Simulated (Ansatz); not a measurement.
# Zr6H: the cost of one run

Method: DFT PBE, scalar-relativistic, plane waves, PAW, in Ansatz 0.2.0.

6 further runs of the same task are left out: 1 that didn't finish, 5 set aside as unsound or not needed.

## 1. The starting structure

It takes space group Ibam (No. 72, orthorhombic). The conventional cell has a = 5.438 Å, b = 8.323 Å, c = 6.211 Å, α = 90.00°, β = 90.00°, γ = 90.00°. Zr (site symmetry 222) has 10 Zr at 3.11 to 3.14 Å as nearest neighbours. Zr (site symmetry m) has 9 Zr at 2.98 to 3.22 Å as nearest neighbours.

Coordinates:

```cif
data_structure
_symmetry_space_group_name_H-M 'P 1'
_symmetry_Int_Tables_number 1
_cell_length_a 5.8611
_cell_length_b 5.8611
_cell_length_c 5.8611
_cell_angle_alpha 124.724
_cell_angle_beta 89.528
_cell_angle_gamma 116.015
_cell_volume 140.54
loop_
_atom_site_label
_atom_site_type_symbol
_atom_site_fract_x
_atom_site_fract_y
_atom_site_fract_z
_atom_site_occupancy
Zr1 Zr 0.25000 0.25000 0.00000 1
Zr2 Zr 0.75000 0.75000 0.00000 1
Zr3 Zr 0.32309 0.07726 0.40035 1
Zr4 Zr 0.82309 0.42274 0.24583 1
Zr5 Zr 0.67691 0.92274 0.59965 1
Zr6 Zr 0.17691 0.57726 0.75417 1
```

It goes back to an entry of the Materials Project, which need not be the stable form.

This cell was relaxed beforehand with the same method: volume 23.42 Å³/atom, gap on the mesh none (metal).

Reference energy of this cell: -25102.9150 eV (6 atoms, 8×8×8 mesh, zero smearing).

## 2. Next: 1 H put on empty site 1 in one host cell

The empty site lies 2.18 Å from the nearest host atom; the cell of 1 host cell is widened for the start only if the site is tight.

The cell holds 6 Zr, 1 H: a = 5.861 Å, b = 5.861 Å, c = 5.861 Å, α = 124.72°, β = 89.53°, γ = 116.02°.

## 3. A first look at the start

input.yaml

```yaml
crystal:
  lattice:
    - [-2.7188629099, 4.1614719711, 3.105251692]
    - [2.7188629099, -4.1614719711, 3.105251692]
    - [2.7188629099, 4.1614719711, -3.105251692]
  atoms:
    - { symbol: Zr, position: [0.25, 0.25, 0.0] }
    - { symbol: Zr, position: [0.75, 0.75, 0.0] }
    - { symbol: Zr, position: [0.3230926161, 0.0772598066, 0.4003524227] }
    - { symbol: Zr, position: [0.8230926161, 0.4227401934, 0.2458328095] }
    - { symbol: Zr, position: [0.6769073839, 0.9227401934, 0.5996475773] }
    - { symbol: Zr, position: [0.1769073839, 0.5772598066, 0.7541671905] }
    - { symbol: H, position: [0.25, 0.75, 0.5] }
basis:
  ecutwfc: 420
kpoints:
  mp_grid: { grid: [4, 4, 4] }
hamiltonian:
  xc: pbe
scf:
  occupations: { method: gaussian, width: 0.1 }
output:
  forces: true
  stress: true
  eigenvalues: true
```

Launch:

```sh
ansatz run input.yaml --threads 2 --pin off --max-ram 5120MiB --backend cpu --events-out ev --progress --plain --runs-dir out
```

**Question.** How long does this run take on 2 threads of Intel Xeon Platinum 8375C at 2.90GHz (Ice Lake), shared host, and how much memory does it need?

About 3.3 s, with a peak of 0.43 GiB.
